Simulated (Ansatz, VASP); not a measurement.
Given: the input of a run of Ansatz 0.2.0 on Si.

Contents of input.yaml:

```yaml
crystal:
  lattice:
    - [0.0, 2.7218511865, 2.7218511865]
    - [2.7218511865, 0.0, 2.7218511865]
    - [2.7218511865, 2.7218511865, 0.0]
  atoms:
    - { symbol: Si, position: [0.5, 0.5, 0.5] }
    - { symbol: Si, position: [0.75, 0.75, 0.75] }
hamiltonian:
  xc: r2scan
  pseudopotentials: { kind: paw }
kpoints:
  mp_grid: { grid: [8, 8, 8] }
scf:
  occupations: { method: fermi_dirac, width: 0.05 }
output:
  forces: true
  stress: true
  eigenvalues: true
```

Potentials or basis: Ansatz PAW.

The run is started by

```console
$ ansatz run input.yaml --threads 2 --pin off --max-ram 5632MiB --backend cpu --events-out ev --progress --plain --runs-dir out
```

Translate it to VASP 6.6.1. Potentials there: VASP PAW PBE potentials, release 64 (Si).

As run (the cutoff follows the program's own potentials):

Contents of INCAR:

```
PREC     = Accurate       # precision mode
ENCUT    = 520            # plane-wave cutoff, eV
EDIFF    = 1E-6           # SCF threshold, eV
ISMEAR   = -1             # smearing method
SIGMA    = 0.05           # smearing width, eV
LREAL    = F              # projectors in reciprocal space
LASPH    = T              # aspherical terms in the spheres
NELM     = 100            # most SCF steps
ALGO     = Normal         # electronic algorithm
ISIF     = 2              # what is computed and relaxed
LWAVE    = F              # write WAVECAR
LCHARG   = F              # write CHGCAR
METAGGA  = R2SCAN         # meta-GGA
LMIXTAU  = T            
NBANDS   = 11             # bands
```

Contents of KPOINTS:

```
regular mesh
0
Gamma
  8 8 8
```

POSCAR

```
Si
1.0
    0.0000000000      2.7218511865      2.7218511865
    2.7218511865      0.0000000000      2.7218511865
    2.7218511865      2.7218511865      0.0000000000
Si
2
Direct
    0.5000000000      0.5000000000      0.5000000000
    0.7500000000      0.7500000000      0.7500000000
```

Potentials or basis: VASP PAW PBE potentials, release 64 (Si).

Run with:

```console
$ cat potpaw_PBE.64/Si/POTCAR > POTCAR
$ mpirun -np 1 vasp_std > vasp.out
```

Both were run:

|  | VASP | Ansatz | Ansatz less VASP |
| --- | --- | --- | --- |
| gap on the k mesh at the Fermi level (eV) | 0.83 | 0.81 | -0.015 |
| least direct gap on the mesh (eV) | 2.75 | 2.74 | -0.016 |
| pressure (GPa) | -0.2 | 0.0 | +0.23 |

Caveats: the PAW data sets were made with another functional, which shifts forces and pressure a little (VASP); the PAW data sets come from PBE, with cores solved anew for the run's functional, which leaves a small shift of forces and pressure (Ansatz). A k mesh can miss the band edges. r2SCAN opens gaps a little over a GGA but as a rule still falls short of measured ones.
